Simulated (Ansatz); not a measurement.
HfN: clamped-ion strain scan

These are results of DFT PBE, scalar-relativistic, plane waves, PAW (Ansatz), not measurements. The runs took a 420 eV cutoff, a Γ-centred 18×18×18 mesh and Gaussian smearing (0.1 eV). Spin–orbit coupling is left out, which can shift energies with elements as heavy as these. No spin polarisation. Energies are free energies at this smearing, counted from the undisturbed cell; pressure is positive in compression.

Reference structure (as given, not relaxed at this level; it stands at 5.4 GPa):

```
Hf N
1.0
     0.00000    2.25900    2.25900
     2.25900    0.00000    2.25900
     2.25900    2.25900    0.00000
Hf N
1 1
Direct
  0.00000 0.00000 0.00000
  0.50000 0.50000 0.50000
```

The cell is strained by ε times the Voigt pattern (1, -1, 0, 0, 0, 0) (xx, yy, zz, yz, xz, xy; engineering shear) with fractional coordinates fixed. The cell is metallic on the mesh throughout.

(ε, ΔE (meV/atom)): (-0.0200, 14.4), (-0.0100, 3.6), (0.0000, 0.0), (0.0025, 0.2), (0.0050, 0.9), (0.0075, 2.0), (0.0125, 5.6), (0.0150, 8.0), (0.0175, 10.9)

By symmetry 0.0200 repeats -0.0200, -0.0150 repeats 0.0150, 0.0100 repeats -0.0100, -0.0050 repeats 0.0050 in energy, with the opposite slope along the path.

Cost: 9 runs of about 4.2 core-minutes in all, on AMD EPYC (Zen 3) (shared hosts).